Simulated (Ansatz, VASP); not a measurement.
# Nb: VASP beside Ansatz

```
Nb
1.0
    -1.65480    1.65480    1.65480
     1.65480   -1.65480    1.65480
     1.65480    1.65480   -1.65480
Nb
1
Direct
  0.00000 0.00000 0.00000
```

Alike in both runs: task single point; functional PBE; k mesh 13 × 13 × 13; occupations methfessel-paxton of order 1, width 1 eV; no spin polarisation.

|  | VASP | Ansatz |
| --- | --- | --- |
| version | VASP 6.6.1 | Ansatz 0.2.0 |
| potentials or method | VASP PAW PBE potentials, release 64 (Nb_sv) | plane waves (420 eV) with PAW, scalar-relativistic |
| plane-wave cutoff (eV) | 520 | 420 |
| valence electrons in the cell | 13 | 13 |

```csv
,VASP,Ansatz,Ansatz less VASP
pressure (GPa),-0.2,0.1,+0.32
```
